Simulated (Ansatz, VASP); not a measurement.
## SiC in VASP and in Ansatz

```
Si C
1.0
     2.15366    2.15366    0.00000
    -2.15366    2.15366    0.00000
     0.00000    2.15366    2.17208
Si C
1 1
Direct
  0.00000 0.00000 0.00000
  0.75000 0.25000 0.50000
```

Change from the starting cell: in-plane strain -0.005, out-of-plane length and atoms relaxed by PAW.

Alike in both runs: functional LDA; k mesh 10 × 10 × 10; no spin polarisation.

Ansatz relaxed the structure, and its values are those at the end. VASP's run is a single point on that final structure, the one shown.

```csv
,VASP,Ansatz
version,VASP 6.6.1,Ansatz 0.2.0
potentials or method,"VASP PAW LDA potentials, release 64 (Si, C)","PAW with Ansatz's default frozen-core files, scalar-relativistic"
plane-wave cutoff (eV),520,420
occupations,"gaussian, width 0.01 eV",fixed
valence electrons in the cell,8,8
```

|  | VASP | Ansatz | Ansatz less VASP |
| --- | --- | --- | --- |
| gap on the k mesh at the Fermi level (eV) | 1.24 | 1.25 | +0.013 |
| pressure (GPa) | 1.9 | 1.5 | -0.42 |

A k mesh can miss the band edges.
